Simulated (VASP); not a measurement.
# GaH6 (Im-3m) in VASP: a series of runs

One crystal, GaH6, is run at these levels: PBE; tasks: single point, relaxation of cell and atoms.

Everything below comes from runs of VASP 6.6.1. Logs are shortened: lines on timing, memory, paths and dates and some standing lists are left out, and cuts for length are marked.

**1. The cell of the first run**

The structure is cubic, space group Im-3m (No. 229). Conventional cell: a = 4.233 Å, b = 4.233 Å, c = 4.233 Å, α = 90.00°, β = 90.00°, γ = 90.00°. Ga (site symmetry m-3m) has 24 H at 2.37 Å as nearest neighbours. H (site symmetry -4m2) is surrounded by 4 H at 1.50 Å.

The cell was built by a generator and needn't be a form met in nature.

**2. Single point, PBE (random cell by space group and Wyckoff sites (Im-3m, No. 229))**

File INCAR:

```
SYSTEM = GaH6
PREC     = Accurate       ! precision mode
ENCUT    = 520            ! plane-wave cutoff, eV
EDIFF    = 1E-7           ! SCF threshold, eV
ISMEAR   = 0              ! smearing method
SIGMA    = 0.1            ! smearing width, eV
LREAL    = .FALSE.        ! projectors in reciprocal space
LASPH    = .TRUE.         ! aspherical terms in the spheres
NELM     = 60             ! most SCF steps
ALGO     = Normal         ! electronic algorithm
ISIF     = 2              ! what is computed and relaxed
LWAVE    = .FALSE.        ! write WAVECAR
LCHARG   = .FALSE.        ! write CHGCAR
GGA      = PE             ! functional
NBANDS   = 18             ! bands
```

File KPOINTS:

```
regular mesh
0
G
  12 12 12
  0 0 0
```

File POSCAR:

```
GaH6
1.0
   -2.1166591446      2.1166591446      2.1166591446
    2.1166591446     -2.1166591446      2.1166591446
    2.1166591446      2.1166591446     -2.1166591446
Ga H
1 6
Direct
    0.0000000000      0.0000000000      0.0000000000
    0.5000000000      0.7500000000      0.2500000000
    0.5000000000      0.2500000000      0.7500000000
    0.2500000000      0.5000000000      0.7500000000
    0.7500000000      0.5000000000      0.2500000000
    0.7500000000      0.2500000000      0.5000000000
    0.2500000000      0.7500000000      0.5000000000
```

Potentials or basis: VASP PAW PBE potentials, release 64 (Ga_d, H).

The run is started by

```bash
$ cat potpaw_PBE.64/Ga_d/POTCAR potpaw_PBE.64/H/POTCAR > POTCAR
$ mpirun -np 1 vasp_std > vasp.out
```

OUTCAR:

```text
SYSTEM = GaH6
   PREC = Accurate
   ENCUT = 520
   EDIFF = 1E-7
   ISMEAR = 0
   LREAL = .FALSE.
   LASPH = .TRUE.
   NELM = 60
   ISIF = 2
   GGA = PE

 ion  position               nearest neighbor table
   1  0.000  0.000  0.000-
   2  0.500  0.750  0.250-
   3  0.500  0.250  0.750-
   4  0.250  0.500  0.750-
   5  0.750  0.500  0.250-
   6  0.750  0.250  0.500-
   7  0.250  0.750  0.500-

  LATTYP: Found a body centered cubic cell.
 ALAT       =     4.2333182892

  Lattice vectors:

 A1 = (  -2.1166591446,   2.1166591446,   2.1166591446)
 A2 = (   2.1166591446,  -2.1166591446,   2.1166591446)
 A3 = (   2.1166591446,   2.1166591446,  -2.1166591446)

Analysis of symmetry for initial positions (statically):
=====================================================================
 Subroutine PRICEL returns:
 Original cell was already a primitive cell.

 Routine SETGRP: Setting up the symmetry group for a
 body centered cubic supercell.

 Subroutine GETGRP returns: Found 48 space group operations
 (whereof 48 operations were pure point group operations)
 out of a pool of 48 trial point group operations.

The static configuration has the point symmetry O_h .

Analysis of symmetry for dynamics (positions and initial velocities):
=====================================================================
 Subroutine PRICEL returns:
 Original cell was already a primitive cell.

 Routine SETGRP: Setting up the symmetry group for a
 body centered cubic supercell.

 Subroutine GETGRP returns: Found 48 space group operations
 (whereof 48 operations were pure point group operations)
 out of a pool of 48 trial point group operations.

The dynamic configuration has the point symmetry O_h .

 Subroutine INISYM returns: Found 48 space group operations
 (whereof 48 operations are pure point group operations),
 and found     1 'primitive' translations

----------------------------------------------------------------------------------------

                                     Primitive cell

  volume of cell :      37.9326

  direct lattice vectors                    reciprocal lattice vectors
    -2.116659145  2.116659145  2.116659145     0.000000000  0.236221312  0.236221312
     2.116659145 -2.116659145  2.116659145     0.236221312  0.000000000  0.236221312
     2.116659145  2.116659145 -2.116659145     0.236221312  0.236221312  0.000000000

  length of vectors
     3.666161181  3.666161181  3.666161181     0.334067383  0.334067383  0.334067383

  position of ions in fractional coordinates (direct lattice)
     0.000000000  0.000000000  0.000000000
     0.500000000  0.750000000  0.250000000
     0.500000000  0.250000000  0.750000000
     0.250000000  0.500000000  0.750000000
     0.750000000  0.500000000  0.250000000
     0.750000000  0.250000000  0.500000000
     0.250000000  0.750000000  0.500000000

  ion indices of the primitive-cell ions
   primitive index   ion index
                 1           1
                 2           2
                 3           3
                 4           4
                 5           5
                 6           6
                 7           7

----------------------------------------------------------------------------------------

 KPOINTS: regular mesh

Automatic generation of k-mesh.
 Grid dimensions read from file:
 generate k-points for:   12   12   12

 Generating k-lattice:

  Cartesian coordinates                     Fractional coordinates (reciprocal lattice)
     0.000000000  0.019685109  0.019685109     0.083333333  0.000000000  0.000000000
     0.019685109  0.000000000  0.019685109     0.000000000  0.083333333  0.000000000
     0.019685109  0.019685109  0.000000000     0.000000000  0.000000000  0.083333333

  Length of vectors
     0.027838949  0.027838949  0.027838949

  Shift w.r.t. Gamma in fractional coordinates (k-lattice)
     0.000000000  0.000000000  0.000000000

 Subroutine IBZKPT returns following result:
 ===========================================

 Found     72 irreducible k-points:

 Following reciprocal coordinates:
            Coordinates               Weight
  0.000000  0.000000  0.000000      1.000000
  0.083333  0.000000  0.000000     12.000000
  0.166667  0.000000  0.000000     12.000000
  0.250000  0.000000  0.000000     12.000000
  0.333333  0.000000  0.000000     12.000000
  0.416667  0.000000  0.000000     12.000000
[... 16 lines left out ...]
  0.333333  0.083333  0.083333     24.000000
  0.416667  0.083333  0.083333     12.000000
 [... further k-points ...]
   k-points           NKPTS =     72   k-points in BZ     NKDIM =     72   number of bands    NBANDS=     18
   number of dos      NEDOS =    301   number of ions     NIONS =      7
   total plane-waves  NPLWV =  21952
   dimension x,y,z NGX =    28 NGY =   28 NGZ =   28
   dimension x,y,z NGXF=    56 NGYF=   56 NGZF=   56
   ions per type =               1   6
   NGX,Y,Z   is equivalent  to a cutoff of  12.70, 12.70, 12.70 a.u.
   NGXF,Y,Z  is equivalent  to a cutoff of  25.39, 25.39, 25.39 a.u.
 SYSTEM =  GaH6
   PREC   = accura    normal or accurate (medium, high low for compatibility)
   ISTART =      0    job   : 0-new  1-cont  2-samecut
   ICHARG =      2    charge: 1-file 2-atom 10-const
   ISPIN  =      1    spin polarized calculation?
   LNONCOLLINEAR =      F non collinear calculations
   LSORBIT =      F    spin-orbit coupling
   LASPH  =      T    aspherical Exc in radial PAW
   ENCUT  =  520.0 eV  38.22 Ry    6.18 a.u.   6.82  6.82  6.82*2*pi/ulx,y,z
   NELM   =     60;   NELMIN=  2; NELMDL= -5     # of ELM steps
   EDIFF  = 0.1E-06   stopping-criterion for ELM
   LREAL  =      F    real-space projection
   EDIFFG = 0.1E-05   stopping-criterion for IOM
   NSW    =      0    number of steps for IOM
   IBRION =     -1    ionic relax: 0-MD 1-quasi-New 2-CG
   NFREE  =      0    steps in history (QN), initial steepest desc. (CG)
   ISIF   =      2    stress and relaxation
   ISYM   =      2    0-nonsym 1-usesym 2-fastsym
   POTIM  = 0.5000    time-step for ionic-motion
   TEBEG  =    0.0;   TEEND  =   0.0 temperature during run
   PSTRESS=    0.0 pullay stress
   NELECT =      19.0000    total number of electrons
   NUPDOWN=      -1.0000    fix difference up-down
   EMIN   =  10.00;   EMAX   =-10.00  energy-range for DOS
   EFERMI =   0.00;   METHOD = LEGACY
   ISMEAR =     0;   SIGMA  =   0.10  broadening in eV -4-tet -1-fermi 0-gaus
   EFERMI_NEDOS =   21; number of points for ismear=-14 and -15
   IALGO  =     38    algorithm
   IMIX   =      4    mixing-type and parameters
     AMIX     =   0.40;   BMIX     =  1.00
     AMIX_MAG =   1.60;   BMIX_MAG =  1.00
  volume/ion in A,a.u.               =       5.42        36.57
  Fermi-wavevector in a.u.,A,eV,Ry     =   1.300135  2.456899 22.998621  1.690351
  Thomas-Fermi vector in A             =   2.431354
   LORBIT       =      0    0 simple, 1 ext, 2 COOP (PROOUT), +10 PAW based schemes
   GGA     = PE    functional components
   LHFCALC =     F    Hartree Fock is set to
   AEXX    =    0.0000 exact exchange contribution
   IVDW    =     0    specifies the selected vdW correction
   LEPSILON=     F    determine dielectric tensor
   LRPA    =     F    only Hartree local field effects (RPA)
 non-spin polarized calculation
 Gauss-broadening in eV      SIGMA  =   0.10
  energy-cutoff  :      520.00
  volume of cell :       37.93
 maximum number of plane-waves:      1048
   NGX = 13   NGY = 13   NGZ = 13

 number of electron      19.0000011 magnetization

 Free energy of the ion-electron system (eV)
  ---------------------------------------------------
  ext. energy  EPLUGINS =         0.00000000
  ---------------------------------------------------
  free energy    TOTEN  =       -16.83937594 eV

  energy without entropy =      -16.82865261  energy(sigma->0) =      -16.83401428

 E-fermi :   3.4219     XC(G=0): -10.9014

 val. band max:        3.4139390751   @ k =  -0.3333   0.4167   0.0833
 cond. band min:       3.4234935863   @ k =  -0.3333   0.3333   0.0833
 fundamental gap:      0.0095545111
 Fermi energy:         3.4219122798

 k-point     1 :       0.0000    0.0000    0.0000
  band No.  band energies     occupation
      1     -10.9625      2.00000
      2     -10.9625      2.00000
      3     -10.9625      2.00000
      4     -10.9383      2.00000
      5     -10.9383      2.00000
      6      -9.7124      2.00000
[... 10 lines left out ...]
     17      11.8216      0.00000
     18      11.8216      0.00000

 k-point     2 :       0.0833    0.0000    0.0000
  band No.  band energies     occupation
      1     -10.9645      2.00000
      2     -10.9628      2.00000
      3     -10.9584      2.00000
      4     -10.9402      2.00000
      5     -10.9381      2.00000
      6      -9.6004      2.00000
[... 10 lines left out ...]
     17      12.4728      0.00000
     18      12.7035      0.00000

 k-point     3 :       0.1667    0.0000    0.0000
  band No.  band energies     occupation
      1     -10.9701      2.00000
      2     -10.9680      2.00000
      3     -10.9472      2.00000
      4     -10.9424      2.00000
      5     -10.9377      2.00000
      6      -9.2627      2.00000
[... 10 lines left out ...]
     17      13.9419      0.00000
     18      14.7650      0.00000

 k-point     4 :       0.2500    0.0000    0.0000
  band No.  band energies     occupation
      1     -10.9830      2.00000
      2     -10.9777      2.00000
      3     -10.9400      2.00000
      4     -10.9368      2.00000
      5     -10.9317      2.00000
      6      -8.6997      2.00000
[... 375 lines left out ...]
      4     -10.9355      2.00000
      5     -10.9236      2.00000
      6      -7.6948      2.00000
[... 10 lines left out ...]
     17      16.5292      0.00000
     18      18.8797      0.00000

 k-point    23 :       0.3333    0.0833    0.0833
  band No.  band energies     occupation
      1     -11.0052      2.00000
      2     -10.9908      2.00000
      3     -10.9346      2.00000
      4     -10.9327      2.00000
      5     -10.9166      2.00000
      6      -6.7261      2.00000
[... 10 lines left out ...]
     17      16.4773      0.00000
     18      19.7208      0.00000

 k-point    24 :       0.4167    0.0833    0.0833
  band No.  band energies     occupation
      1     -11.0097      2.00000
      2     -10.9923      2.00000
      3     -10.9343      2.00000
      4     -10.9313      2.00000
      5     -10.9140      2.00000
      6      -5.9207      2.00000
[... 10 lines left out ...]
     17      17.9161      0.00000
     18      18.5194      0.00000

 [... further k-points ...]

------------------------ aborting loop because EDIFF is reached ----------------------------------------

  FORCE on cell =-STRESS in cart. coord.  units (eV):
  Direction    XX          YY          ZZ          XY          YZ          ZX
  --------------------------------------------------------------------------------------
  -------------------------------------------------------------------------------------
  Total       -0.0300991     -0.0300991     -0.0300991     -0.0000000      0.0000000     -0.0000000
  in kB       -1.2713092     -1.2713092     -1.2713092     -0.0000000      0.0000000     -0.0000000
  external PRESSURE =      -1.2713092 kB  Pullay stress =       0.0000000 kB

 VOLUME and BASIS-vectors are now :
 -----------------------------------------------------------------------------
  energy-cutoff  :      520.00
  volume of cell :       37.93
      direct lattice vectors                 reciprocal lattice vectors
    -2.116659145  2.116659145  2.116659145     0.000000000  0.236221312  0.236221312
     2.116659145 -2.116659145  2.116659145     0.236221312  0.000000000  0.236221312
     2.116659145  2.116659145 -2.116659145     0.236221312  0.236221312  0.000000000

 POSITION                                       TOTAL-FORCE (eV/Angst)
 -----------------------------------------------------------------------------------
      0.00000      0.00000      0.00000         0.000000      0.000000      0.000000
      1.05833      0.00000      2.11666         0.000000      0.000000     -0.000000
      1.05833      2.11666      0.00000         0.000000     -0.000000      0.000000
      2.11666      1.05833      0.00000        -0.000000     -0.000000      0.000000
      0.00000      1.05833      2.11666         0.000000      0.000000     -0.000000
      0.00000      2.11666      1.05833         0.000000     -0.000000      0.000000
      2.11666      0.00000      1.05833        -0.000000      0.000000     -0.000000
 -----------------------------------------------------------------------------------
    total drift:                               -0.000000     -0.000000      0.000000

  FREE ENERGIE OF THE ION-ELECTRON SYSTEM (eV)
  ---------------------------------------------------
  free  energy   TOTEN  =       -16.8393759427 eV

  energy  without entropy=      -16.8286526096  energy(sigma->0) =      -16.83401428
```

Wall time 32 s (1 thread of Intel Xeon Platinum 8488C (Sapphire Rapids), shared host); peak memory 0.18 GiB.

Results:

| Item | Value |
| --- | --- |
| Free energy | -16.8394 eV |
| Pressure | -0.1 GPa |
| Band gap on the k mesh | none (metal or under the smearing width) |

Levels at points of the mesh, in eV from the Fermi level:
```tsv
k point	band 6	band 7	band 8	band 9	band 10	band 11	band 12	band 13
(0.00, 0.00, 0.00)	-13.13	-0.08	-0.08	-0.08	2.13	2.13	2.63	4.97
(0.50, 0.00, 0.00)	-9.58	-8.48	-2.20	-1.27	-1.18	1.95	5.15	6.52
(0.50, 0.50, 0.50)	-6.51	-6.51	-4.00	-4.00	-4.00	-3.38	7.92	7.92
```

**3. Relaxation of cell and atoms, PBE (random cell by space group and Wyckoff sites (Im-3m, No. 229))**

File INCAR:

```
ALGO = Normal
EDIFF = 1E-7
EDIFFG = -0.01
ENCUT = 600
GGA = PE
IBRION = 2
ISIF = 3
ISMEAR = 0
LASPH = True
LCHARG = False
LREAL = False
LWAVE = False
NELM = 100
NSW = 100
PREC = Accurate
SIGMA = 0.1
```

File KPOINTS:

```
k-points
0
Gamma
  12 12 12
```

POSCAR: that of step 2 with these lines changed.

```diff
@@ -2,5 +2,5 @@
 1.0
-   -2.1166591446      2.1166591446      2.1166591446
-    2.1166591446     -2.1166591446      2.1166591446
-    2.1166591446      2.1166591446     -2.1166591446
+   -2.1225326655      2.1225326655      2.1225326655
+    2.1225326655     -2.1225326655      2.1225326655
+    2.1225326655      2.1225326655     -2.1225326655
 Ga H
```

Potentials or basis: VASP PAW PBE potentials, release 64 (Ga_d, H).

The run is started by

```bash
$ cat potpaw_PBE.64/Ga_d/POTCAR potpaw_PBE.64/H/POTCAR > POTCAR
$ mpirun -np 1 vasp_std > vasp.out
```

Run time: 66 s. Hardware: 1 thread of Intel Xeon Platinum 8488C (Sapphire Rapids), shared host; peak memory 0.2 GiB.

Results (log left out):

```
Free energy                            : -16.8395 eV
Relaxed volume                         : 5.44 Å³/atom
Relaxed cell                           : a = 3.671 Å, b = 3.671 Å, c = 3.671 Å, α = 109.47°, β = 109.47°, γ = 109.47°
Space group after relaxing (to 0.05 Å) : Im-3m (No. 229)
Energy gained by relaxing              : 0.1 meV/atom
Ionic steps                            : 3
Pressure after relaxing                : -0.2 GPa
Band gap on the k mesh                 : none (metal or under the smearing width)
```

Step by step:
```csv
step,energy change (eV),largest force (eV/Å),pressure (GPa),volume (Å³)
1,0.0000,0.0000,-0.53,38.25
2,-0.0003,0.0000,-0.30,38.15
3,-0.0004,0.0000,-0.25,38.10
```

Final structure:
```
Ga H
1.0
    -2.11969    2.11969    2.11969
     2.11969   -2.11969    2.11969
     2.11969    2.11969   -2.11969
Ga H
1 6
Direct
  0.00000 0.00000 0.00000
  0.50000 0.75000 0.25000
  0.50000 0.25000 0.75000
  0.25000 0.50000 0.75000
  0.75000 0.50000 0.25000
  0.75000 0.25000 0.50000
  0.25000 0.75000 0.50000
```

Levels at points of the mesh, in eV from the Fermi level:
| k point | band 5 | band 6 | band 7 | band 8 | band 9 | band 10 | band 11 | band 12 | band 13 |
| --- | --- | --- | --- | --- | --- | --- | --- | --- | --- |
| (0.00, 0.00, 0.00) | -14.35 | -13.09 | -0.08 | -0.08 | -0.08 | 2.13 | 2.13 | 2.60 | 4.96 |
| (0.50, 0.00, 0.00) | -14.31 | -9.55 | -8.45 | -2.19 | -1.26 | -1.18 | 1.96 | 5.13 | 6.50 |
| (0.50, 0.50, 0.50) | -14.32 | -6.48 | -6.48 | -3.97 | -3.97 | -3.97 | -3.38 | 7.90 | 7.90 |

(Part 1 of 2 ends here.)
